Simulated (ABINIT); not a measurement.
Runs of ABINIT 10.8.3 (patched build) on B. Symmetry: Pm-3m, No. 221, cubic system. Conventional cell: a = 1.885 Å, b = 1.885 Å, c = 1.885 Å, α = 90.00°, β = 90.00°, γ = 90.00°. B (site symmetry m-3m) is surrounded by 6 B at 1.89 Å. The cell was built by a generator and needn't be a form met in nature.

| task | level | potentials or basis | cell | k mesh | cutoff (eV) | cell freedom (optcell) | optimiser (ionmov) | cutoff smearing ecutsm (Ha) | force stop (Ha/bohr) | bands in the sums | gap on the mesh (eV) | pressure (GPa) | relaxed volume (Å³/atom) |
| --- | --- | --- | --- | --- | --- | --- | --- | --- | --- | --- | --- | --- | --- |
| single point | PBEsol | PseudoDojo NC SR PBEsol v0.4.1 standard | as given | 10 × 10 × 10 | 1034 | - | - | - | - | - | none | (a) | - |
| single point | AM05 | PseudoDojo NC SR PBEsol v0.4 stringent | cell relaxed | 10 × 10 × 10 | 1034 | - | - | - | - | - | none | (b) | - |
| relaxation of cell and atoms | AM05 | PseudoDojo NC SR PBEsol v0.4 stringent | relaxed | 10 × 10 × 10 | 1034 | 2 | 2 | 0.5 | 2e-05 | - | none | 0.0 | 6.56 |
| single point | PBEsol | Ansatz PAW PBE default generated set, frozen core | as given | 10 × 10 × 10 | 327 | - | - | - | - | - | none | -6.3 | - |
| phonon dispersion | PBEsol | Ansatz PAW PBE default generated set, frozen core | as given | 10 × 10 × 10, shifted | 327 | - | - | - | - | - | - | -4.6 | - |
| relaxation of cell and atoms | PBEsol | PseudoDojo NC SR PBEsol v0.4.1 standard | relaxed | 10 × 10 × 10 | 1034 | 2 | 2 | 0.5 | 2e-05 | - | none | 0.0 | 6.62 |
| single point | LDA | PseudoDojo NC SR LDA v0.4.1 standard | as given | 10 × 10 × 10 | 762 | - | - | - | - | - | none | - | - |

Alike in all rows: no spin polarisation; smearing fermi-dirac 0.05 eV.

**Question.** Estimate the missing entries.

**Answer.** (a) -2.7; (b) -0.1.

Caveats: the potentials were made for another functional, which shifts forces and pressure (some runs); the atomic spheres overlap (some runs); the PAW data sets were made with another functional, which shifts forces and pressure a little (some runs); the mesh is coarse for a metal's response (some runs); some modes are imaginary (some runs); the cell is more than 3 GPa from zero pressure, which shifts response properties (some runs).

A gap of «none» marks a metal or a gap under the smearing width.

Runs at the PBE level aren't shown here.
